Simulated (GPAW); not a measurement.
# MgO (Fm-3m) in GPAW: further runs

Runs on MgO. Level: PBE. Tasks: single point.

Program: GPAW 26.7.0. These are calculated values, not measurements. Logs are shortened: lines on timing, memory, paths and dates and some standing lists are left out, and cuts for length are marked. The log counts tension as positive stress, the text compression.

**Measured values to compare with.**

From “Electronic structure of alkaline earth and post-transition metal oxides”, 2009, arxiv:0908.1581, for a bulk crystal of MgO: band gap 7.83 eV.

The runs below are set against these values where they give the same quantity.

## (1) Starting point

Symmetry: Fm-3m, No. 225, cubic system. The conventional cell has a = 4.194 Å, b = 4.194 Å, c = 4.194 Å, α = 90.00°, β = 90.00°, γ = 90.00°. Mg (site symmetry m-3m) has 6 O at 2.10 Å as nearest neighbours. O (site symmetry m-3m) has 6 Mg at 2.10 Å as nearest neighbours.

The cell is a database's computed one.

## (2) Single point, PBE

The input, run.py:

```python
from ase import Atoms
from ase.dft.bandgap import bandgap
from ase.io import write
from ase.units import GPa
from gpaw import GPAW, PW

atoms = Atoms(['Mg', 'O'],
              cell=[[0.0, 2.0970013927, 2.0970013927],
                    [2.0970013927, 0.0, 2.0970013927],
                    [2.0970013927, 2.0970013927, 0.0]],
              scaled_positions=[[0.0, 0.0, 0.0],
                                [0.5, 0.5, 0.5]],
              pbc=True)

calc = GPAW(mode=PW(600),
            xc='PBE',
            kpts={'size': (9, 9, 9), 'gamma': True},
            occupations={'name': 'fermi-dirac', 'width': 0.05},
            nbands=16,
            maxiter=120,
            txt='gpaw.txt')
atoms.calc = calc
energy = atoms.get_potential_energy()
forces = atoms.get_forces()
stress = atoms.get_stress()
calc.write('gs.gpw')
write('result.traj', atoms)
print(f'Energy: {energy:.6f} eV')
print('Forces (eV/A):')
print(forces.round(4))
print('Stress (GPa):', (stress / GPa).round(3))
print('Fermi level:', round(calc.get_fermi_level(), 4), 'eV')
print(f'Gap: {bandgap(calc)[0]:.4f} eV, direct: {bandgap(calc, direct=True)[0]:.4f} eV')
```

Potentials or basis: GPAW PAW data sets (gpaw-data 1.2.1), pw.

Run with:

```
$ OMP_NUM_THREADS=1 python run.py
```

gpaw.txt:

```text
__  _  _
 | _ |_)|_||  |
 |__||  | ||/\| - 26.7.0

Input parameters:
  mode=PW(ecut=600.0),
  kpts=MonkhorstPack(size=(9, 9, 9), gamma=True),
  maxiter=120,
  nbands=16,
  occupations=Occupations(name='fermi-dirac', width=0.05),
  xc=XC(name='PBE')

Diagonalizing LCAO Hamiltonian
Converting LCAO to pw mode

              O

       Mg

Atoms  # Å, Bohr magnetons
|   | symbol |        x |        y |        z |    initial magnetic moments |
|---|--------|----------|----------|----------|-----------------------------|
| 0 |     Mg | 0.000000 | 0.000000 | 0.000000 | ( 0.0000,  0.0000,  0.0000) |
| 1 |      O | 2.097001 | 2.097001 | 2.097001 | ( 0.0000,  0.0000,  0.0000) |

Unit cell  # Å
| periodic |        x |        y |        z |  lengths |    angles |
|----------|----------|----------|----------|----------|-----------|
|      yes | 0.000000 | 2.097001 | 2.097001 | 2.965608 | 60.000000 |
|      yes | 2.097001 | 0.000000 | 2.097001 | 2.965608 | 60.000000 |
|      yes | 2.097001 | 2.097001 | 0.000000 | 2.965608 | 60.000000 |

Number of symmetries: 48
Symmetry operations  # r_c * U_cc + t_c -> r_c
|    | kind |            matrix            |
|----|------|------------------------------|
|  0 |  σ   |  1, 0, 0,  1, 0,-1,  1,-1, 0 |
|  1 |  C2  |  1, 0, 0,  1,-1, 0,  1, 0,-1 |
|  2 |  E   |  1, 0, 0,  0, 1, 0,  0, 0, 1 |
|  3 |  σ   |  1, 0, 0,  0, 0, 1,  0, 1, 0 |
|  4 |  C4  |  1, 0,-1,  1, 0, 0,  1,-1, 0 |
|  5 |  S6  |  1, 0,-1,  1,-1, 0,  1, 0, 0 |
|  6 |  σ   |  1, 0,-1,  0, 1,-1,  0, 0,-1 |
|  7 |  C3  |  1, 0,-1,  0, 0,-1,  0, 1,-1 |
|  8 |  S6  |  1,-1, 0,  1, 0, 0,  1, 0,-1 |
|  9 |  C4  |  1,-1, 0,  1, 0,-1,  1, 0, 0 |
| 10 |  C3  |  1,-1, 0,  0,-1, 1,  0,-1, 0 |
| 11 |  σ   |  1,-1, 0,  0,-1, 0,  0,-1, 1 |
| 12 |  σ   |  0, 1, 0,  1, 0, 0,  0, 0, 1 |
| 13 |  C4  |  0, 1, 0,  0, 1,-1, -1, 1, 0 |
| 14 |  C3  |  0, 1, 0,  0, 0, 1,  1, 0, 0 |
| 15 |  S6  |  0, 1, 0, -1, 1, 0,  0, 1,-1 |
| 16 |  C2  |  0, 1,-1,  1, 0,-1,  0, 0,-1 |
| 17 |  σ   |  0, 1,-1,  0, 1, 0, -1, 1, 0 |
| 18 |  S4  |  0, 1,-1,  0, 0,-1,  1, 0,-1 |
| 19 |  C4  |  0, 1,-1, -1, 1, 0,  0, 1, 0 |
| 20 |  C3  |  0, 0, 1,  1, 0, 0,  0, 1, 0 |
| 21 |  σ   |  0, 0, 1,  0, 1, 0,  1, 0, 0 |
| 22 |  S6  |  0, 0, 1,  0,-1, 1, -1, 0, 1 |
| 23 |  C4  |  0, 0, 1, -1, 0, 1,  0,-1, 1 |
| 24 |  S4  |  0, 0,-1,  1, 0,-1,  0, 1,-1 |
| 25 |  C3  |  0, 0,-1,  0, 1,-1,  1, 0,-1 |
| 26 |  C2  |  0, 0,-1,  0,-1, 0, -1, 0, 0 |
| 27 |  S6  |  0, 0,-1, -1, 0, 0,  0,-1, 0 |
| 28 |  S4  |  0,-1, 1,  1,-1, 0,  0,-1, 0 |
| 29 |  C4  |  0,-1, 1,  0, 0, 1, -1, 0, 1 |
| 30 |  C2  |  0,-1, 1,  0,-1, 0,  1,-1, 0 |
| 31 |  σ   |  0,-1, 1, -1, 0, 1,  0, 0, 1 |
| 32 |  C3  |  0,-1, 0,  1,-1, 0,  0,-1, 1 |
| 33 |  S6  |  0,-1, 0,  0, 0,-1, -1, 0, 0 |
| 34 |  S4  |  0,-1, 0,  0,-1, 1,  1,-1, 0 |
| 35 |  C2  |  0,-1, 0, -1, 0, 0,  0, 0,-1 |
| 36 |  C2  | -1, 1, 0,  0, 1, 0,  0, 1,-1 |
| 37 |  S6  | -1, 1, 0,  0, 1,-1,  0, 1, 0 |
| 38 |  S4  | -1, 1, 0, -1, 0, 1, -1, 0, 0 |
| 39 |  C3  | -1, 1, 0, -1, 0, 0, -1, 0, 1 |
| 40 |  S6  | -1, 0, 1,  0, 0, 1,  0,-1, 1 |
| 41 |  C2  | -1, 0, 1,  0,-1, 1,  0, 0, 1 |
| 42 |  C3  | -1, 0, 1, -1, 1, 0, -1, 0, 0 |
| 43 |  S4  | -1, 0, 1, -1, 0, 0, -1, 1, 0 |
| 44 |  C2  | -1, 0, 0,  0, 0,-1,  0,-1, 0 |
| 45 |  i   | -1, 0, 0,  0,-1, 0,  0, 0,-1 |
| 46 |  σ   | -1, 0, 0, -1, 1, 0, -1, 0, 1 |
| 47 |  C2  | -1, 0, 0, -1, 0, 1, -1, 1, 0 |

BZ-sampling:
  Number of BZ points: 729
  Number of IBZ points: 35

  Monkhorst-Pack size: [9, 9, 9]
  Monkhorst-Pack shift: [0, 0, 0]

K-points  # in reciprocal-cell coordinates
|     |                                coordinates |     weight |
|-----|--------------------------------------------|------------|
|   0 | (  0.00000000,   0.00000000,   0.00000000) | 0.00137174 |
|   1 | (  0.11111111,   0.11111111,   0.00000000) | 0.00823045 |
|   2 | (  0.11111111,   0.11111111,   0.11111111) | 0.01097394 |
|   3 | (  0.22222222,   0.11111111,   0.11111111) | 0.01646091 |
|   4 | (  0.22222222,   0.22222222,   0.00000000) | 0.00823045 |
|   5 | (  0.22222222,   0.22222222,   0.11111111) | 0.03292181 |
|   6 | (  0.22222222,   0.22222222,   0.22222222) | 0.01097394 |
|   7 | (  0.33333333,   0.22222222,   0.11111111) | 0.03292181 |
|   8 | (  0.33333333,   0.22222222,   0.22222222) | 0.03292181 |
|   9 | (  0.33333333,   0.33333333,  -0.33333333) | 0.01646091 |
| ... |                                            |            |
|  34 | (  0.44444444,   0.44444444,   0.44444444) | 0.01097394 |

Plane wave coefficients: 625
Cutoff: 600.0 eV

Spin-components: 1 (collinear spins)
Bands:           16
Projectors:      10
Spin-degeneracy: 2
Datatype:        complex128

Parallelization:
  kpt:    1
  domain: 1
  band:   1

Density:
  Valence electrons: 16.0
  Components: 1
  Grid points: [18 18 18]
  Charge: 0.0  # |e|

Potential:
  Grid points: [18 18 18]

species:
  Mg:
    name:    Magnesium
    Z:       12.0
    valence: 10
    core:    2
    charge:  0.0  # [|e|]
    compensation charges:
      type: gauss
      rc: 0.33  # [Å]
      lmax: 2
    cutoffs:
      filter: 1.86  # [Å]
      core: 0.54  # [Å]
    projectors
    | kind |    occ | energy [eV] | rcut [Å] |
    |------|--------|-------------|----------|
    |   2s |  2.000 |     -79.840 |    1.090 |
    |   3s |  2.000 |      -4.705 |    1.090 |
    |   2p |  6.000 |     -46.613 |    1.085 |
    |   3p |  0.000 |      -1.330 |    1.085 |
    |    d |        |       0.000 |    1.037 |

    Using partial waves for Mg as LCAO basis

  O:
    name:    Oxygen
    Z:       8.0
    valence: 6
    core:    2
    charge:  0.0  # [|e|]
    compensation charges:
      type: gauss
      rc: 0.21  # [Å]
      lmax: 2
    cutoffs:
      filter: 1.17  # [Å]
      core: 0.83  # [Å]
    projectors
    | kind |    occ | energy [eV] | rcut [Å] |
    |------|--------|-------------|----------|
    |   2s |  2.000 |     -23.961 |    0.688 |
    |   2p |  4.000 |      -9.029 |    0.598 |
    |    s |        |       3.251 |    0.688 |
    |    p |        |      18.182 |    0.598 |
    |    d |        |       0.000 |    0.619 |

    Using partial waves for O as LCAO basis

Reference energy: -7490.497190  # eV

eigensolver:
  PPCG
  Converge bands: occupied
  niter=2

density mixing:
  MSR1-Mixer
  Pratt-step length: 0.05
  Maximum mixing coefficient: 0.75
  Old densities: 10
  SVD Regularization: 0.005
  Good broyden scale: 1.0
  Trust region scale: 1.0
  Backstep threshold: 4.0
  History deletion threshold: 6.0
  Fourier metric: weight=20.0, sigma=0.015

occupation numbers:
  Fermi-Dirac:
    width: 0.0500  # eV

poisson solver:
  ecut: 4800.0  # eV

xc functional:
  name: PBE with 2 nearest neighbor stencil

convergence criteria:
- Maximum [total energy] change in last 3 cyles: 0.0005 eV / valence electron
- Maximum integral of absolute [dens]ity change: 0.0001 electrons / valence electron
- Maximum integral of absolute [eigenst]ate change: 4e-08 eV^2 / valence electron
maximum number of iterations: 120

SCF iterations
|iter     | |      energy | eigst |  dens |
|---------|-|-------------|-------|-------|
|iter:   1| |  -13.414550 | +0.09 |       |
|iter:   2| |  -13.064171 | -2.16 | -0.99 |
|iter:   3| |  -12.100738 | -1.41 | -1.04 |
|iter:   4| |  -12.105890 | -3.12 | -1.59 |
|iter:   5| |  -12.111139 | -3.09 | -1.85 |
|iter:   6| |  -12.111199c| -5.34 | -3.01 |
|iter:   7| |  -12.111218c| -6.22 | -3.39 |
|iter:   8| |  -12.111218c| -8.01c| -4.39c|

Converged in 8 steps
Energy contributions relative to reference atoms: (reference = -7490.497190)

Energy contributions:
  Kinetic:          12.536381
  Coulomb:         -10.341534
  Zero:              0.109118
  External:          0.000000
  Xc:              -14.415183
  Entropy:          -0.000000
  Spinorbit:         0.000000
  ----------------------------
  Free energy:     -12.111218
  Extrapolated:    -12.111218

dipole moment: (-6.014515, -6.014515, -6.014515)  # |e|*Ang

Fermi level: 5.940
Eigenvalues  # (at kpt = [0.000, 0.000, 0.000])
| band index |      eig [eV] | occ [0-2] |
|------------|---------------|-----------|
|          0 |       -67.345 |     2.000 |
|          1 |       -34.088 |     2.000 |
|          2 |       -34.088 |     2.000 |
|          3 |       -34.088 |     2.000 |
|          4 |       -12.282 |     2.000 |
|          5 |         5.013 |     2.000 |
[... 8 lines left out ...]
|         14 |        26.674 |     0.000 |
|         15 |        29.621 |     0.000 |

Gap: 4.886 eV
Transition (v -> c):
  (s=0, k=0, n=7, [0.00, 0.00, 0.00]) -> (s=0, k=0, n=8, [0.00, 0.00, 0.00])
No difference between direct/indirect transitions

Forces  # eV/Ang
|       x |        y |        z |
|---------|----------|----------|
| 0.00000 | -0.00000 | -0.00000 |  # Mg   0
| 0.00000 | -0.00000 |  0.00000 |  # O    1

Stress tensor  # eV/Ang^3
|         x |         y |         z |
|-----------|-----------|-----------|
| -0.012086 | -0.000000 | -0.000000 |
| -0.000000 | -0.012086 |  0.000000 |
| -0.000000 |  0.000000 | -0.012086 |

# Writing to gs.gpw (mode='')
```

Wall time 4.6 s (1 thread of AMD EPYC 9R45 (Zen 5), shared host); peak memory 0.14 GiB.

Results:

```yaml
Free_energy: -12.1112 eV
Pressure: 1.9 GPa
Band_gap_on_the_k_mesh: 4.89 eV, direct
```

Levels at points of the mesh, in eV from the valence-band top:
| k point | band 6 | band 7 | band 8 | band 9 | band 10 | band 11 |
| --- | --- | --- | --- | --- | --- | --- |
| (0.00, 0.00, 0.00) | 0.00 | 0.00 | 0.00 | 4.89 | 15.90 | 15.90 |

Caveat: the cutoff is short for stress and forces, so pressures can be off by a GPa or more.

## (3) Single point, PBE

The input, run.py:

```python
from ase.dft.bandgap import bandgap
from ase.io import read, write
from ase.units import GPa
from gpaw import GPAW, PW

atoms = read('MgO.cif')

calc = GPAW(mode=PW(400),
            xc='PBE',
            kpts={'size': (9, 9, 9), 'gamma': True},
            occupations={'name': 'fermi-dirac', 'width': 0.05},
            nbands=16,
            convergence={'density': 1e-05, 'energy': 1e-05},
            maxiter=80,
            txt='gpaw.txt')
atoms.calc = calc
energy = atoms.get_potential_energy()
forces = atoms.get_forces()
stress = atoms.get_stress()
calc.write('gs.gpw')
write('result.traj', atoms)
print(f'Energy: {energy:.6f} eV')
print('Forces (eV/A):')
print(forces.round(4))
print('Stress (GPa):', (stress / GPa).round(3))
print('Fermi level:', round(calc.get_fermi_level(), 4), 'eV')
print(f'Gap: {bandgap(calc)[0]:.4f} eV, direct: {bandgap(calc, direct=True)[0]:.4f} eV')
```

The input, MgO.cif:

```cif
data_MgO
_cell_length_a 2.96560781
_cell_length_b 2.96560781
_cell_length_c 2.96560781
_cell_angle_alpha 60.00000000
_cell_angle_beta 60.00000000
_cell_angle_gamma 60.00000000
_space_group_name_H-M_alt 'P1'
_space_group_name_Hall 'P 1'
_space_group_IT_number 1
loop_
_space_group_symop_operation_xyz
'x,y,z'
loop_
_atom_site_label
_atom_site_type_symbol
_atom_site_symmetry_multiplicity
_atom_site_Wyckoff_symbol
_atom_site_fract_x
_atom_site_fract_y
_atom_site_fract_z
_atom_site_occupancy
Mg1 Mg 1 a 0.0000000000 0.0000000000 0.0000000000 1
O1 O 1 a 0.5000000000 0.5000000000 0.5000000000 1
```

Potentials or basis: GPAW PAW data sets (gpaw-data 1.2.1), pw.

Run with:

```
$ OMP_NUM_THREADS=1 python run.py
```

It took 5.7 s on 1 thread of Arm Neoverse V1, shared host; peak memory 0.12 GiB.

These settings aren't checked as converged: the numbers below hold their error.

Results:

```yaml
Free_energy: -10.2838 eV
Pressure: -54.7 GPa
Band_gap_on_the_k_mesh: 4.72 eV, direct
```

Caveat: the cutoff is short for stress and forces, so pressures can be off by a GPa or more; a pressure of tens of GPa on the cell as given is suspect, and the run, the potentials or the cell itself is likely at fault.

## (4) How close it comes

Step 2. Against the measured gap of MgO, 7.83 eV (quoted in “Electronic structure of alkaline earth and post-transition metal oxides”, 2009, arxiv:0908.1581), the calculated 4.89 eV is off by -2.94 eV. The value is that of PBE, without temperature or zero-point motion. Semilocal functionals fall short of measured gaps as a rule. The cell is a database's relaxed one, not the measured one, which moves gaps too.
